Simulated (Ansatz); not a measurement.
Runs of Ansatz 0.2.0 on Be. Symmetry: P6_3/mmc, No. 194, hexagonal system. The conventional cell has a = 2.285 Å, b = 2.285 Å, c = 3.584 Å, α = 90.00°, β = 90.00°, γ = 120.00°. Around Be (site symmetry -6m2) lie 12 Be at 2.23 to 2.29 Å. 

```csv
task,level,cell,k mesh,cutoff (eV),atoms under strain,q mesh,points for each segment of the path,gap on the mesh (eV),pressure (GPa),V0 of scaled cells (Å³/atom),B0 (GPa)
single point,PBEsol,"atoms moved at random, drawn with an rms of 0.05 Å",13 × 13 × 8,420,-,-,-,none,-3.7,-,-
equation of state,PBEsol,as given,13 × 13 × 8,420,-,-,-,-,-,(b),124
single point,PBEsol,as given,13 × 13 × 8,420,-,-,-,none,-3.9,-,-
elastic constants,PBEsol,as given,12 × 12 × 6,420,clamped,-,-,none,(a),-,-
equation of state,r2SCAN,as given,13 × 13 × 8,500,-,-,-,-,-,7.91,125
phonons,PBEsol,as given,12 × 12 × 6,420,-,2 × 2 × 2,8,none,-,-,-
```

Alike in all rows: potentials or basis Ansatz PAW; no spin polarisation; smearing fermi-dirac 0.05 eV.

**Question.** Estimate the missing entries.

**Answer.** (a) -4.0; (b) 7.84.

Caveats: the PAW data sets come from PBE, with cores solved anew for the run's functional, which leaves a small shift of forces and pressure (some runs); the cell was scaled at fixed shape and fractional positions, which overstates the stiffness of a crystal with free parameters, most of all of layers and chains (some runs); the cell is more than 3 GPa from zero pressure, which shifts response properties (some runs); elastic constants of metals need much finer meshes, so these are rough (some runs); the PAW data sets were made with another functional, which shifts forces and pressure a little (some runs).

A gap of «none» marks a metal or a gap under the smearing width.

Runs at the PBE level aren't shown here.
